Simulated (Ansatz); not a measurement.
A trial cell of B, before relaxation:

```yaml
crystal:
  lattice:
    - [2.74165, 0.00000, 0.00000]
    - [-1.37083, 2.37434, 0.00000]
    - [0.00000, 0.00000, 17.94306]
  atoms:
    - { symbol: B, position: [0.33333, 0.66667, 0.82798] }
    - { symbol: B, position: [0.00000, 0.00000, 0.70339] }
    - { symbol: B, position: [0.66667, 0.33333, 0.32795] }
    - { symbol: B, position: [0.66667, 0.33333, 0.57840] }
    - { symbol: B, position: [0.00000, 0.00000, 0.45315] }
    - { symbol: B, position: [0.33333, 0.66667, 0.07841] }
    - { symbol: B, position: [0.00000, 0.00000, 0.20310] }
    - { symbol: B, position: [0.66667, 0.33333, 0.95311] }
    - { symbol: B, position: [0.66667, 0.33333, 0.04689] }
    - { symbol: B, position: [0.66667, 0.33333, 0.67205] }
    - { symbol: B, position: [0.33333, 0.66667, 0.92159] }
    - { symbol: B, position: [0.00000, 0.00000, 0.29661] }
    - { symbol: B, position: [0.00000, 0.00000, 0.79690] }
    - { symbol: B, position: [0.00000, 0.00000, 0.54685] }
    - { symbol: B, position: [0.33333, 0.66667, 0.17202] }
    - { symbol: B, position: [0.66667, 0.33333, 0.42160] }
```

All numbers below come from Ansatz 0.2.0, DFT PBE, scalar-relativistic, plane waves, PAW. Cutoff 420 eV, Gaussian smearing, Γ-centred meshes. Cell and atoms relax first on a coarse mesh and then on a finer one. In between, the cell is made exact in the group found at 0.06 Å. In metals the finer mesh still leaves noise of several meV/atom or more. The steps can't lower the symmetry of their start. No spin polarisation.

A guess keeps its type if space group and coordination stay and the shape of the cell changes little (axis ratios within about 15 %, angles within 6°); the volume may change.

Question: Will the relaxed cell still be of the starting type?

Answer: It doesn't keep its type. The symmetry stays P-6m2 (No. 187). The volume per atom grows by 5.6 %, from 7.3 to 7.7 Å³. The shortest distance goes from 1.68 Å (B–B) to 1.64 Å (B–B). The ratio c/a of the conventional cell changes by a factor of 1.08. Counting neighbours within 15 % of an atom's shortest distance, the start has B 4 and the end B 4/5/7. In detail, at the end B on its first site is surrounded by 1 B at 1.68 Å and 3 B at 1.87 Å; B on its second site is surrounded by 2 B at 1.64–1.67 Å and 3 B at 1.80 Å; B on its third site is surrounded by 7 B at 1.65–1.80 Å; 5 more sites not described.

Space group P-6m2 (No. 187). a = 2.722 Å, b = 2.722 Å, c = 19.221 Å, α = 90.00°, β = 90.00°, γ = 120.00°
```json
{"atom": "B", "site": "2g", "symmetry": "3m.", "x": "0.0000", "y": "0.0000", "z": "0.8142"}
{"atom": "B", "site": "2i", "symmetry": "3m.", "x": "0.6667", "y": "0.3333", "z": "0.6748"}
{"atom": "B", "site": "2h", "symmetry": "3m.", "x": "0.3333", "y": "0.6667", "z": "0.3711"}
{"atom": "B", "site": "2h", "symmetry": "3m.", "x": "0.3333", "y": "0.6667", "z": "0.5433"}
{"atom": "B", "site": "2i", "symmetry": "3m.", "x": "0.6667", "y": "0.3333", "z": "0.4103"}
{"atom": "B", "site": "2g", "symmetry": "3m.", "x": "0.0000", "y": "0.0000", "z": "0.0986"}
{"atom": "B", "site": "2i", "symmetry": "3m.", "x": "0.6667", "y": "0.3333", "z": "0.2383"}
{"atom": "B", "site": "2h", "symmetry": "3m.", "x": "0.3333", "y": "0.6667", "z": "0.9563"}
```

The last run used an 18×18×2 mesh (in the run's order of axes) for its 16-atom cell and Gaussian smearing of 0.10 eV. Symmetry constrained the relaxation, so the result can be a saddle point. Another cell of B relaxed alike, in P4_3, lies 200 meV/atom lower, so this cell isn't the stable form at this level.

In counts of neighbours, a slash parts the counts of unlike sites.
